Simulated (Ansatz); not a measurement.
## KF: elastic constants from stress and strain

```
CELL_PARAMETERS angstrom
0.00000 2.70989 2.70989
2.70989 0.00000 2.70989
2.70989 2.70989 0.00000
ATOMIC_POSITIONS crystal
K 0.00000 0.00000 0.00000
F 0.50000 0.50000 0.50000
```

Atom numbers follow the list: K1, F2.

The conventional cell has a = 5.420 Å, b = 5.420 Å, c = 5.420 Å, α = 90.00°, β = 90.00°, γ = 90.00°. Around K (atom 1) lie 6 F at 2.71 Å. Around F (atom 2) lie 6 K at 2.71 Å.

The cell was built from the rocksalt type and relaxed in the same program, and has space group Fm-3m; it needn't be a known or the stable phase.

All numbers below come from DFT, PBE, all-electron LAPW, scalar-relativistic (Ansatz 0.2.0).

Numerical set-up: a Γ-centred 16×16×16 k mesh, Fermi–Dirac smearing of 0.08 eV, basis error target 1 meV/atom, no spin polarisation.

The unstrained cell is at 0.02 GPa. Large strains and very small stresses are left out. Each strain is applied once, with fractional coordinates held (clamped ions), and σ below is the change of stress, positive in tension. One finite strain gives stress–strain coefficients at this pressure with an error of the order of the strain times third-order constants, a few per cent for each per cent of strain.

Task: Estimate the stiffness probed by this change, and the stress that it gives: xy engineering shear strain of +1 %.

Result: σxy = 0.14 GPa and γxy = 2εxy = 0.0100, so C44 (clamped ions) = σxy/γxy = 14 GPa.
